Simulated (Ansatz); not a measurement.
# GaP (F-43m) in Ansatz: a series of runs

One crystal, GaP, is run at these levels: LDA, PBEsol; tasks: relaxation of cell and atoms.

Everything below comes from runs of Ansatz 0.2.0. Logs are shortened: lines on timing, memory, paths and dates and some standing lists are left out, and cuts for length are marked.

### 1 Starting point

Symmetry: F-43m, No. 216, cubic system. The conventional cell has a = 5.451 Å, b = 5.451 Å, c = 5.451 Å, α = 90.00°, β = 90.00°, γ = 90.00°. Around Ga (site symmetry -43m) lie 4 P at 2.36 Å. P (site symmetry -43m) is surrounded by 4 Ga at 2.36 Å.

### 2 Relaxation of cell and atoms, LDA

input.yaml reads:

```yaml
crystal:
  lattice:
    - [0.0, 2.72525, 2.72525]
    - [2.72525, 0.0, 2.72525]
    - [2.72525, 2.72525, 0.0]
  atoms:
    - { symbol: Ga, position: [0.0, 0.0, 0.0] }
    - { symbol: P, position: [0.75, 0.75, 0.75] }
hamiltonian:
  xc: lda
  pseudopotentials: { kind: paw }
kpoints:
  mp_grid: { grid: [8, 8, 8] }
scf:
  occupations: { method: fermi_dirac, width: 0.05 }
output:
  forces: true
  stress: true
relax:
  f_tol: 0.01
  max_steps: 40
  cell: { stress_tol: 0.05 }
```

Potentials or basis: Ansatz PAW.

Command:

```bash
> ansatz run input.yaml --threads 2 --pin off --max-ram 5632MiB --backend cpu --events-out ev --progress --plain --runs-dir out
```

The log of the run:

```text
Warning: RAYON_NUM_THREADS=2 ignored (pool sized by the plan → 2); use --threads N
Engine: ansatz 0.2.0, x86_64-unknown-linux-gnu
Pseudopotentials: kind: paw
Pseudopotential: Ga, paw, valence charge 13, recommended cutoff 420 eV (normal), Ga.paw.azcp
Pseudopotential: P, paw, valence charge 5, recommended cutoff 420 eV (normal), P.paw.azcp
Functional definition: SPW92
  exchange = slater_x
  correlation = pw_c
Crystal: 2 atoms, lattice volume = 40.481 Å³
Basis set: ecut = 420 eV, 749 PW (Γ)
Bands: 13, of which v1, the nominal top of the filled ones, is band 9 counted from 1 (8 counted from 0)
Symmetry: 24 space group operations
Space group: F-43m (ITA 216), of the structure as read, at distance tolerance 3.4e-5 Å
k-points: 29 of 512 (time reversal used)
Non-local potential: Ga, projectors of the file, l = 0: 2, l = 1: 2, l = 2: 3, l = 3: 1
Non-local potential: P, projectors of the file, l = 0: 2, l = 1: 2, l = 2: 2
PAW form: soft (Blöchl's): semilocal exchange-correlation on the pseudo side does not see the compensation charge
PAW frozen core: Ga, regenerated for the run's functional, and the local potential with it (the file was generated under x = pbe(κ = 0.804, μ = 0.2195149727645171), c = pbe(β = 0.06672455060314922))
PAW frozen core: P, regenerated for the run's functional, and the local potential with it (the file was generated under x = pbe(κ = 0.804, μ = 0.2195149727645171), c = pbe(β = 0.06672455060314922))
PAW one-centre angular grid: Ga, 590 points (default); XC on 64 Gauss nodes
PAW one-centre angular grid: P, 110 points (default); XC on 64 Gauss nodes
Initial density: superposition of atomic densities (neutral atoms: chi_scale 0, normalization atom), corrected by the library's trained network
Initial wavefunctions: pseudopotential atomic-orbital guess
Functional: x = slater, c = lda
SCF iter   1: F=—  HF=-4433.760302 eV  |F-HF|=—  |Δ(HF+E_count)|=         —  Δρ=6.34e-3  dr2=1.69e-2  ethr=1.77e-3  ⟨swp⟩=6.3  Hψ=2505  notcnv=0
preconditioner: auto → none  [insulator: Δε(μ)=1.434 eV  Ē_g=15.500 eV  σ=0.050 eV  W_gap=1.00  n_scr=14 (ndim 8)  ℏωp=24.8 eV  f_vac=0.011  D(μ)=0.00/eV (n_scr^D=0)  ε∞_Penn≈3.6]
SCF iter   2: F=—  HF=-4433.754557 eV  |F-HF|=—  |Δ(HF+E_count)|=   5.74e-3  Δρ=3.07e-3  dr2=1.70e-3  ethr=9.37e-5  ⟨swp⟩=2.1  Hψ=791  notcnv=0
SCF iter   3: F=—  HF=-4433.754115 eV  |F-HF|=—  |Δ(HF+E_count)|=   4.42e-4  Δρ=9.91e-4  dr2=3.00e-4  ethr=9.44e-6  ⟨swp⟩=2.0  Hψ=690  notcnv=0
SCF iter   4: F=—  HF=-4433.754011 eV  |F-HF|=—  |Δ(HF+E_count)|=   1.04e-4  Δρ=3.69e-4  dr2=2.51e-5  ethr=1.67e-6  ⟨swp⟩=2.0  Hψ=632  notcnv=0
SCF iter   5: F=—  HF=-4433.754006 eV  |F-HF|=—  |Δ(HF+E_count)|=   4.35e-6  Δρ=1.98e-5  dr2=1.02e-7  ethr=1.40e-7  ⟨swp⟩=2.9  Hψ=648  notcnv=0
SCF iter   6: F=-4433.754006 eV  HF=-4433.754006 eV  |F-HF|=6.86e-9  |Δ(HF+E_count)|=   1.40e-8  Δρ=4.09e-6  dr2=8.64e-9  ethr=5.56e-10  ⟨swp⟩=4.9  Hψ=1266  notcnv=0
SCF 1 converged in 6 iterations: F = -4433.754006 eV  dr2 = 8.64e-9
relax step   1: F+E_penalty+E_count = -4433.75400642 eV  Δ(F+E_penalty+E_count) = +0.000e0 eV  max|allowed force component| = 2.405e-16 eV/Å  Δτ_max = 0.0000 Å  P = -2.749 GPa  Ω = 40.481 Å³  (6 SCF iters, dr2 threshold 1.00e-7 eV, accepted)
Crystal: 2 atoms, lattice volume = 39.560 Å³
Initial density: handed on by an earlier stage of this run
Initial wavefunctions: those handed on with the density
iter 1 solved again at ethr=4.96e-6 eV; its pass at ethr=3.10e-3 eV (dr2=8.93e-4 eV) is discarded
SCF iter   1: F=—  HF=-4433.765101 eV  |F-HF|=—  |Δ(HF+E_count)|=         —  Δρ=1.31e-3  dr2=9.65e-4  ethr=4.96e-6  ⟨swp⟩=2.0  Hψ=2820  notcnv=0
preconditioner: auto → none  [insulator: Δε(μ)=1.470 eV  Ē_g=15.582 eV  σ=0.050 eV  W_gap=1.00  n_scr=14 (ndim 8)  ℏωp=25.0 eV  f_vac=0.002  D(μ)=0.00/eV (n_scr^D=0)  ε∞_Penn≈3.6]
[... 29 lines left out ...]
SCF iter   2: F=—  HF=-4433.765545 eV  |F-HF|=—  |Δ(HF+E_count)|=   8.23e-7  Δρ=2.55e-5  dr2=7.82e-8  ethr=6.49e-10  ⟨swp⟩=2.7  Hψ=696  notcnv=0
SCF iter   3: F=—  HF=-4433.765545 eV  |F-HF|=—  |Δ(HF+E_count)|=   3.23e-8  Δρ=5.92e-6  dr2=9.44e-9  ethr=4.34e-10  ⟨swp⟩=2.0  Hψ=622  notcnv=0
SCF iter   4: F=—  HF=-4433.765545 eV  |F-HF|=—  |Δ(HF+E_count)|=   1.04e-8  Δρ=1.06e-6  dr2=1.71e-10  ethr=5.24e-11  ⟨swp⟩=2.0  Hψ=657  notcnv=0
SCF iter   5: F=-4433.765545 eV  HF=-4433.765545 eV  |F-HF|=6.37e-12  |Δ(HF+E_count)|=  4.55e-11  Δρ=3.15e-7  dr2=9.06e-12  ethr=1.00e-12  ⟨swp⟩=6.8  Hψ=1689  notcnv=0
SCF 5 converged in 5 iterations: F = -4433.765545 eV  dr2 = 9.06e-12
relax step   5: F+E_penalty+E_count = -4433.76554488 eV  Δ(F+E_penalty+E_count) = +3.546e-4 eV  max|allowed force component| = 3.585e-17 eV/Å  Δτ_max = 0.0000 Å  P = -0.005 GPa  Ω = 39.176 Å³  stress off target by 4.62e-3 GPa  SCF on the basis re-selected at this cell (its energy is not comparable with the rows above)  (5 SCF iters)
basis re-selected at this cell: Δ(F+E_penalty+E_count) = +3.546e-4 eV, ΔP = -0.005 GPa vs the last step (what re-selecting the basis moved, of the pressure what is left beyond the Pulay correction that the steps carried, after the strain that the cell walked since its last selection, with what the two solves' SCF thresholds leave and, on support functions, any second-order correction that the steps lacked; it is no measure of the basis error at this ecutwfc). This SCF's stress stands 4.62e-3 GPa from its target on what of the cell is left free (relax.cell.stress_tol is 5.00e-2 GPa) and its largest allowed force component is 3.59e-17 eV/Å (relax.f_tol is 1.00e-2 eV/Å): within both
SCF converged after 5 iterations
Free energy (F): -4433.765545 eV
Harris-Foulkes:  -4433.765545 eV  (|F-HF|=6.37e-12)
Internal energy: -4433.765545 eV  (E = F + TS)
E sigma→0 (E₀):  -4433.765545 eV
Entropy (-TS):   -0.000000 eV (-0.000 meV/atom)
Fermi energy:    7.952704 eV
--- Per-component energies (eV) ---
  E_band       = -58.362160
  E_kinetic    = 187.693377
  E_local      = -2183.881967  (includes V_loc(G=0)·N_el)
  E_nonlocal   = 462.042797
  E_hartree    = 1009.028454
  E_xc         = -130.660495
  E_vxc        = -120.347924  (∫ρ·V_xc dr)
  E_paw        = -2452.774831  (= ΣΔE_a)
  E_vpaw       = -421.925174  (= ΣTr[D̂ρ^β])
  E_aug_tail   = -0.000127  (compensation charges beyond the density's cutoff)
  E_ewald      = -1327.058585
  E_core_change = 1.845831  (= ΣΔE_core)
  E_smearing   = -0.000000  (= −TS)
  E_closure    = 0.000000  (closes the sum)
  Σ components = -4433.765545   (vs F -4433.765545, Δ=0.00e0)
--- Forces (eV/Å), atoms counted from 1 ---
  atom   1  Ga    -0.00000000    -0.00000000     0.00000000
  atom   2  P      0.00000000     0.00000000    -0.00000000
  max |Σ_I F_I| component: 2.78e-17 eV/Å
--- Stress (GPa, compression-positive) ---
       -0.004624      -0.000000      -0.000000
       -0.000000      -0.004624       0.000000
       -0.000000       0.000000      -0.004624
  P = ⅓ Tr σ = -0.0046 GPa (-0.046 kbar)
--- Relaxed structure (4 steps of the walk, 4 accepted, 1 SCFs on fresh bases) ---
  F+E_penalty+E_count = -4433.76554488 eV   max|allowed force component| = 3.585e-17 eV/Å   (the final SCF, on the basis selected at the relaxed cell)
  cell:  # Å, volume = 39.1760 Å³
    - [-5.620849062419105e-34, 2.695650118854264, 2.695650118854264]
    - [2.695650118854264, 5.963176741320273e-33, 2.695650118854264]
    - [2.695650118854264, 2.695650118854264, 7.33415027979413e-33]
  atoms:
    - { symbol: Ga, position: [4.8585518274148235e-34, -5.153009513924813e-34, -6.33084025996477e-34] }
    - { symbol: P, position: [0.7500000000000001, 0.7500000000000001, 0.7500000000000001] }
```

It took 18 s on 2 threads of Intel Xeon at 2.50GHz (Skylake/Cascade Lake), shared host; peak memory 0.34 GiB.

What came out:

* Free energy: -4433.7655 eV
* Relaxed volume: 19.59 Å³/atom
* Relaxed cell: a = 3.812 Å, b = 3.812 Å, c = 3.812 Å, α = 60.00°, β = 60.00°, γ = 60.00°
* Space group after relaxing (to 0.05 Å): F-43m (No. 216)
* Energy gained by relaxing: 5.8 meV/atom
* Ionic steps: 5
* Pressure after relaxing: 0.0 GPa
* Band gap on the k mesh: 1.43 eV

Step by step:
| step | energy change (eV) | largest force (eV/Å) | volume (Å³) |
| --- | --- | --- | --- |
| 1 | 0.0000 | 0.0000 | 40.48 |
| 2 | -0.0107 | 0.0000 | 39.56 |
| 3 | -0.0119 | 0.0000 | 39.15 |
| 4 | -0.0119 | 0.0000 | 39.18 |
| 5 | -0.0115 | 0.0000 | 39.18 |

Final structure:
```
Ga P
1.0
     0.00000    2.69565    2.69565
     2.69565    0.00000    2.69565
     2.69565    2.69565    0.00000
Ga P
1 1
Direct
  0.00000 0.00000 0.00000
  0.75000 0.75000 0.75000
```

Caveat: the plane-wave basis is chosen anew once the cell has moved, so the energies of steps on either side of that aren't comparable; the PAW data sets come from PBE, with cores solved anew for the run's functional, which leaves a small shift of forces and pressure.

### 3 Relaxation of cell and atoms, PBEsol

input.yaml, as its differences from that of step 2:

```diff
@@ -9,3 +9,3 @@
 hamiltonian:
-  xc: lda
+  xc: pbesol
   pseudopotentials: { kind: paw }
```

Potentials or basis: Ansatz PAW.

Command:

```bash
> ansatz run input.yaml --threads 2 --pin off --max-ram 5632MiB --backend cpu --events-out ev --progress --plain --runs-dir out
```

It took 15 s on 2 threads of Intel Xeon at 2.50GHz (Skylake/Cascade Lake), shared host; peak memory 0.34 GiB.

Results (log left out):

- Free energy: -4484.0548 eV
- Relaxed volume: 20.11 Å³/atom
- Relaxed cell: a = 3.846 Å, b = 3.846 Å, c = 3.846 Å, α = 60.00°, β = 60.00°, γ = 60.00°
- Space group after relaxing (to 0.05 Å): F-43m (No. 216)
- Energy gained by relaxing: 0.2 meV/atom
- Ionic steps: 4
- Pressure after relaxing: 0.0 GPa
- Band gap on the k mesh: 1.50 eV

Step by step:
```csv
step,energy change (eV),largest force (eV/Å),volume (Å³)
1,0.0000,0.0000,40.48
2,-0.0005,0.0000,40.29
3,-0.0005,0.0000,40.21
4,-0.0005,0.0000,40.21
```

Final structure:
```yaml
crystal:
  lattice:
    - [0.00000, 2.71923, 2.71923]
    - [2.71923, 0.00000, 2.71923]
    - [2.71923, 2.71923, 0.00000]
  atoms:
    - { symbol: Ga, position: [0.00000, 0.00000, 0.00000] }
    - { symbol: P, position: [0.75000, 0.75000, 0.75000] }
```

Caveat: the plane-wave basis is chosen anew once the cell has moved, so the energies of steps on either side of that aren't comparable; the PAW data sets come from PBE, with cores solved anew for the run's functional, which leaves a small shift of forces and pressure.
